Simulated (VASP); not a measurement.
Output of a VASP run:

OSZICAR:
```
       N       E                     dE             d eps       ncg     rms          rms(c)
DAV:   1     0.414024814572E+02    0.41402E+02   -0.53860E+03   480   0.913E+02
DAV:   2    -0.478239351894E+02   -0.89226E+02   -0.84807E+02   696   0.165E+02
DAV:   3    -0.564403994041E+02   -0.86165E+01   -0.85864E+01   624   0.589E+01
DAV:   4    -0.565758189255E+02   -0.13542E+00   -0.13539E+00   552   0.883E+00
DAV:   5    -0.565780177936E+02   -0.21989E-02   -0.21988E-02   632   0.112E+00    0.374E+00
DAV:   6    -0.539407745114E+02    0.26372E+01   -0.43091E-01   512   0.548E+00    0.290E+00
DAV:   7    -0.531354628921E+02    0.80531E+00   -0.29798E-01   512   0.399E+00    0.159E+00
DAV:   8    -0.533463314898E+02   -0.21087E+00   -0.11109E-01   528   0.327E+00    0.309E-01
DAV:   9    -0.531911318931E+02    0.15520E+00   -0.10395E-01   480   0.382E+00    0.251E-01
DAV:  10    -0.533459376328E+02   -0.15481E+00   -0.25394E-02   480   0.187E+00    0.210E-01
DAV:  11    -0.533793059508E+02   -0.33368E-01   -0.25834E-02   512   0.169E+00    0.144E-01
DAV:  12    -0.533920396244E+02   -0.12734E-01   -0.98465E-03   520   0.111E+00    0.106E-01
DAV:  13    -0.533895726963E+02    0.24669E-02   -0.16097E-03   544   0.475E-01    0.453E-02
DAV:  14    -0.533918532270E+02   -0.22805E-02   -0.26416E-03   520   0.506E-01    0.129E-02
DAV:  15    -0.533920789292E+02   -0.22570E-03   -0.12841E-04   568   0.115E-01    0.165E-02
DAV:  16    -0.533920595837E+02    0.19346E-04   -0.12695E-05   560   0.377E-02    0.452E-03
DAV:  17    -0.533920797420E+02   -0.20158E-04   -0.14065E-05   528   0.396E-02    0.479E-03
DAV:  18    -0.533920805454E+02   -0.80347E-06   -0.59685E-07   464   0.898E-03
   1 F= -.53392081E+02 E0= -.53392081E+02  d E =-.617281E-11  mag=    -0.0000     0.0000    -0.0000
       N       E                     dE             ncg
       N       E                     dE             ncg
       N       E                     dE             ncg
       N       E                     dE             ncg
       N       E                     dE             ncg
```

### OUTCAR
```
------------------------ aborting loop because EDIFF is reached ----------------------------------------
  FORCE on cell =-STRESS in cart. coord.  units (eV):
  Direction    XX          YY          ZZ          XY          YZ          ZX
  --------------------------------------------------------------------------------------
  Total        0.0050259      0.0050259      0.0050259     -0.0000000     -0.0000000      0.0000000
  in kB        0.0820888      0.0820888      0.0820888     -0.0000000     -0.0000000      0.0000000
  external PRESSURE =       0.0820888 kB  Pullay stress =       0.0000000 kB
  volume of cell :       98.09
      direct lattice vectors                 reciprocal lattice vectors
     4.611901406  0.000000000  0.000000000     0.216830308  0.000000000  0.000000000
     0.000000000  4.611901406  0.000000000     0.000000000  0.216830308  0.000000000
     0.000000000  0.000000000  4.611901406     0.000000000  0.000000000  0.216830308
 POSITION                                       TOTAL-FORCE (eV/Angst)
 -----------------------------------------------------------------------------------
      0.00000      0.00000      0.00000         0.000000      0.000000      0.000000
      2.30595      2.30595      2.30595         0.000000      0.000000      0.000000
 -----------------------------------------------------------------------------------
    total drift:                                0.000000      0.000000      0.000000
  FREE ENERGIE OF THE ION-ELECTRON SYSTEM (eV)
  ---------------------------------------------------
  free  energy   TOTEN  =       -53.3920805454 eV

  energy  without entropy=      -53.3920805454  energy(sigma->0) =      -53.39208055

 Ion:    1  E_soc:     -0.3091936

 Ion:    2  E_soc:     -0.2337738
```
(Selected blocks of OUTCAR.)

**POSCAR**
```
CsI
1
    4.6119014055     0.0000000000     0.0000000000
    0.0000000000     4.6119014055     0.0000000000
    0.0000000000     0.0000000000     4.6119014055
Cs I
1 1
Direct
  0.0000000000   0.0000000000   0.0000000000
  0.5000000000   0.5000000000   0.5000000000
```

**Question.** Write an INCAR and KPOINTS that could have produced this output.

**Answer.** One answer among several that fit: the input of the run itself, r2SCAN meta-GGA with spin-orbit coupling, plane waves, VASP's PBE PAW potentials (set 64).

### INCAR
```
SYSTEM = CsI
PREC = Accurate
ENCUT = 400
EDIFF = 1E-6
NELM = 100
ALGO = Normal
LREAL = .FALSE.
LASPH = .TRUE.
ISMEAR = 0
SIGMA = 0.05
METAGGA = R2SCAN
LMIXTAU = .TRUE.
LMAXMIX = 4
LWAVE = .FALSE.
LCHARG = .FALSE.
LSORBIT = .TRUE.
MAGMOM = 0 0 0 0 0 0
GGA_COMPAT = .FALSE.
```

File KPOINTS_OPT:
```
k-points along high-symmetry lines
8
Line-mode
Reciprocal
  0.000000   0.000000   0.000000 ! GAMMA
  0.000000   0.500000   0.000000 ! X

  0.000000   0.500000   0.000000 ! X
  0.500000   0.500000   0.000000 ! M

  0.500000   0.500000   0.000000 ! M
  0.000000   0.000000   0.000000 ! GAMMA

  0.000000   0.000000   0.000000 ! GAMMA
  0.500000   0.500000   0.500000 ! R

  0.500000   0.500000   0.500000 ! R
  0.000000   0.500000   0.000000 ! X

  0.500000   0.500000   0.500000 ! R
  0.500000   0.500000   0.000000 ! M
```

File KPOINTS:
```
kpoints
0
gamma
 5 5 5
0 0 0
```

POTCAR, in this order: Cs_sv I (PBE.64 set). Program: vasp_ncl.

The compound is CsI in the CsCl type structure. It was relaxed first.
